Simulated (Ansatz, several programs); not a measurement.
SnGe2 as one 6-atom ordering (P-3m1) on the diamond lattice, relaxed with r2SCAN in Ansatz (plane waves, PAW): the symmetry is P-3m1 (No. 164, trigonal); conventional cell a = 4.242 Å, c = 10.358 Å, 26.90 Å³ an atom. Ge has 1 Ge at 2.45 Å and 3 Sn at 2.62 Å; Ge has 3 Ge at 2.56 Å and 1 Sn at 2.66 Å; Sn has 4 Ge at 2.62–2.66 Å. The cell was then scaled with its shape and fractional coordinates held, which makes it stiffer than a relaxed compression. Values at 0 K without nuclear motion; spin polarisation is off, and the phase may be a hypothetical one.

| V (Å³/atom) | E (meV/atom) |
| --- | --- |
| 25.284 | 19.78 |
| 26.898 | 0.00 |
| 27.705 | 4.25 |
| 28.512 | 15.89 |

Question: Pass a cubic E = c₀ + c₁u + c₂u² + c₃u³, with u = V − 27.100 Å³, through these points.

Answer: c₀ = 0.29, c₁ = +2.763, c₂ = 6.553, c₃ = -0.4844 (meV and Å³).

Question: Where is the minimum, and what bulk modulus follows?

Answer: dE/du = 0 at u = -0.206, so V₀ = 26.89 Å³. B = V₀ d²E/dV² = 26.89 × (2c₂ + 6c₃u) = 26.89 × 13.705 = 369 meV/Å³, and 1 meV/Å³ is 0.16022 GPa: 59 GPa. A third-order Birch-Murnaghan fit to all five points gives 26.89 Å³ and 58 GPa.

Question: Predict the energy and the pressure at the withheld volume, 26.091 Å³.

Answer: With u = -1.009: E ≈ 4.67 meV and P = −dE/dV ≈ +1.91 GPa. The run gives 4.61 meV and, from its stress, +1.90 GPa.
